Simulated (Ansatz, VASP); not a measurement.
# SiC in VASP and in Ansatz

```xyz
2
Lattice="2.1524 2.1524 0.0000 -2.1524 2.1524 0.0000 0.0000 2.1524 2.1524" Properties=species:S:1:pos:R:3 pbc="T T T"
Si    0.0000    0.0000    0.0000
C     1.0762    3.2286    1.0762
```

Alike in both runs: task single point; functional LDA; k mesh 10 × 10 × 10; no spin polarisation.

|  | VASP | Ansatz |
| --- | --- | --- |
| version | VASP 6.6.1 | Ansatz 0.2.0 |
| potentials or method | VASP PAW LDA potentials, release 64 (Si, C), cutoff 520 eV | all-electron LAPW, scalar-relativistic |
| occupations | gaussian, width 0.01 eV | fixed |

Ansatz gave:

| Quantity | Value |
| --- | --- |
| gap on the k mesh at the Fermi level (eV) | 1.29 |
| pressure (GPa) | 4.0 |

Task: Which values does VASP return?

Result: gap on the k mesh at the Fermi level (eV): 1.27; pressure (GPa): 4.4.

Ansatz ran all-electron here, so the differences hold the error of VASP's frozen core and of both bases.

A k mesh can miss the band edges. A hybrid or GW would open this gap; LDA tends to underestimate it.
